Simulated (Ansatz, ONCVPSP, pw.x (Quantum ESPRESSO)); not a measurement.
**niobium: one change to the ONCV potential, in the atom and in the fcc crystal**

ONCVPSP 4.0.1 input, shortened (lines: element, Z, core and valence counts, functional; n l f; lmax; l rc ep ncon nbas qcut; lloc lpopt rc5 dvloc0; l nproj debl; icmod fcfact rcfact), PBE, scalar-relativistic:

```
  Nb 41.00    6    4        4      upf
    1    0    2.00
    2    0    2.00
    2    1    6.00
    3    0    2.00
    3    1    6.00
    3    2   10.00
    4    0    2.00
    4    1    6.00
    4    2    4.00
    5    0    1.00
    2
    0    2.05    0.00    3    8    6.00
    1    1.90    0.00    4    7    6.20
    2    2.15    0.00    3    8    8.10
    4    4    1.60    1.00
    0    2    2.10
    1    2    1.90
    2    1    3.90
    0    0.00    0.00
```

Change: local potential polynomial inside 1.60 bohr (lpopt 4, dvloc0 -2 Ha).

Cutoffs, loose and tight: the cutoffs (Ha) at which the residual kinetic energy of the hardest occupied pseudo-wave falls to 1 and 0.1 mHa per electron. They do not see the model core or the augmentation charge, which bear on the density cutoff. Test errors are all-electron minus pseudo excitation energies from the reference, over the configurations 4s2 4p6 4d4 5s0; 4s2 4p6 4d3 5s0; 4s2 4p6 4d2 5s0; 4s2 4p5 4d4 5s1; variants that change the core or the reference have their own tests.

Crystal test: fcc Nb in pw.x 7.5, no spin, 13³ k-points, Fermi–Dirac smearing 0.01 Ry, cutoffs set for each file from its atomic test. The reference is all-electron LAPW (Ansatz 0.2.0) with the same functional, mesh and smearing; V0 and B0 come from Birch–Murnaghan fits to the pressures at five volumes. Errors are pseudo minus all-electron; Δ is the rms difference of the E(V) curves that follow from these fits, minima aligned, over ±6 % about the mean V0. Mesh and smearing are coarse, so the numbers serve the comparison and aren't converged zero-temperature values; the lattice is a test structure that the element need not adopt.

All-electron: a0 = 4.221 Å (V0 = 18.81 Å³/atom), B0 = 163.2 GPa.

Problem. Does the change bring the crystal closer to the all-electron result?

Solution. The mean pressure error goes from +0.57 to +0.15 GPa, so the change moves the solid closer to the all-electron pressures. At 80 % of its cutoff the pressure of the base moves by -0.68 GPa. At 80 % of its cutoff the pressure of the changed file moves by -0.62 GPa.

```tsv
quantity	base	changed
outcome (atom)	generated	generated
cutoff, loose (atom)	17 Ha	17 Ha
cutoff, tight (atom)	20 Ha	20 Ha
bound ghosts (atom)	none	none
largest test error (meV) (atom)	-51 over the solved tests; 1 of 4 tests not solved or not reliable	-49 over the solved tests; 1 of 4 tests not solved or not reliable
cutoffs in pw.x (Ry)	50/200	50/200
a0 (Å)	4.226	4.223
a0 error (%)	+0.11	+0.03
B0 error (%)	+0.1	-0.0
Δ (meV/atom)	2.3	0.6
mean pressure error (GPa)	+0.57	+0.15
```

Base: Atomic configuration tests: 1 of 4 tests not solved or not reliable. Changed file: Atomic configuration tests: 1 of 4 tests not solved or not reliable.
